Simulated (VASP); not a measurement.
GaS:

```
CELL_PARAMETERS angstrom
3.58500 0.00000 0.00000
-1.79250 3.10470 0.00000
0.00000 0.00000 15.50000
ATOMIC_POSITIONS crystal
Ga 0.33333 0.66667 0.17000
Ga 0.66667 0.33333 0.67000
Ga 0.33333 0.66667 0.33000
Ga 0.66667 0.33333 0.83000
S 0.33333 0.66667 0.60000
S 0.66667 0.33333 0.10000
S 0.33333 0.66667 0.90000
S 0.66667 0.33333 0.40000
```

```yaml
Program: VASP 6.6.1
Task: relaxation of cell and atoms
Functional: PBE
Potentials_or_basis: VASP PAW PBE potentials, release 64 (Ga_d, S)
Cutoff: 600 eV
k_mesh: 9 × 9 × 2
Occupations: gaussian, width 0.03 eV
Spin: no spin polarisation
```

At the start: pressure 2.1 GPa; volume 21.57 Å³/atom.

Q: How do energy, volume and symmetry change on relaxing?

A: Over 27 steps the energy falls by 15.6 meV/atom and the volume is 24.45 Å³/atom (+13.4 %); space group P6_3/mmc (No. 194, to 0.05 Å).

Step by step:
```csv
step,energy change (eV),largest force (eV/Å),pressure (GPa),volume (Å³)
1,0.0000,0.2436,2.11,172.52
2,-0.0283,0.3667,-0.77,179.70
3,-0.0363,0.2412,0.16,177.35
4,-0.0363,0.2477,0.03,177.47
5,-0.0459,0.1900,-0.03,178.59
6,-0.0551,0.2352,-0.32,181.39
7,-0.0629,0.2024,-0.15,181.53
8,-0.0741,0.1280,0.22,181.83
9,-0.0743,0.1526,1.04,182.41
10,-0.0780,0.0964,0.58,182.12
11,-0.0860,0.0589,0.52,183.12
12,-0.1012,0.1271,0.00,186.11
13,-0.0963,0.4035,-0.80,192.08
14,-0.1044,0.2503,-0.39,188.65
15,-0.1128,0.1436,-0.19,189.43
16,-0.1168,0.0763,0.09,190.60
17,-0.1182,0.0572,0.02,191.06
18,-0.1206,0.0703,0.08,192.12
19,-0.1215,0.1441,0.18,194.25
20,-0.1228,0.0910,0.05,195.14
21,-0.1231,0.0383,-0.08,196.02
22,-0.1237,0.0247,-0.09,195.96
23,-0.1243,0.0036,-0.05,195.87
24,-0.1246,0.0395,-0.02,195.68
25,-0.1247,0.0269,-0.05,195.74
26,-0.1248,0.0057,0.09,195.55
27,-0.1248,0.0078,0.04,195.60
```

Final structure:
```
Ga S
1.0
     3.62755    0.00000    0.00000
    -1.81378    3.14155    0.00000
     0.00000    0.00000   17.16365
Ga S
4 4
Direct
  0.33333 0.66667 0.17801
  0.66667 0.33333 0.67801
  0.33333 0.66667 0.32199
  0.66667 0.33333 0.82199
  0.33333 0.66667 0.61479
  0.66667 0.33333 0.11479
  0.33333 0.66667 0.88521
  0.66667 0.33333 0.38521
```

Caveat: this functional lacks dispersion, which binds the layers, so the pressure and a relaxed spacing across them are unreliable; the volume moved by +13 % from the deposited cell, more than functionals usually miss.
